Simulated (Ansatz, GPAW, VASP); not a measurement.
**Pt: programs and potentials compared**

```xyz
1
Lattice="0.0000 1.9609 1.9609 1.9609 0.0000 1.9609 1.9609 1.9609 0.0000" Properties=species:S:1:pos:R:3 pbc="T T T"
Pt    0.0000    0.0000    0.0000
```

Alike in all runs: task single point; functional RPBE; k mesh 12 × 12 × 12; occupations gaussian, width 0.02 eV; no spin polarisation; no spin-orbit coupling. Pressure is positive in compression and, in plane waves, holds the error of the finite cutoff, which Ansatz's Pulay term estimates and takes out.

```
                                                    program and potentials  plane-wave cutoff (eV)                                                                                                                            notes  band gap (eV)  pressure (GPa)
                                                        Ansatz, Ansatz PAW                     420  potentials made for PBE, which Ansatz adapts in part; 18 valence electrons an atom on average; Pulay term of +0.09 GPa included         no gap           14.49
                            Ansatz, all-electron LAPW, scalar-relativistic                       -                                                                                                                                -         no gap           14.43
GPAW, the program's PAW data sets (release 1.2.1) made for this functional                     600                                                                                          16 valence electrons an atom on average         no gap           14.46
                                VASP, PBE PAW files Pt, release 54, 520 eV                     520                                                                 potentials made for PBE; 10 valence electrons an atom on average         no gap           13.91
```

None finds a gap. The pressure spans 13.91 (VASP, PBE PAW files Pt, release 54, 520 eV) to 14.49 GPa (Ansatz, Ansatz PAW), with all-electron results at 14.43. Some sets were made for another functional than the one run, which can shift their rows. The cell lies far from this level's equilibrium.

The functional is the same throughout but for its coding, so the spread measures potentials, basis and numerics; runs on potential files found faulty are left out.
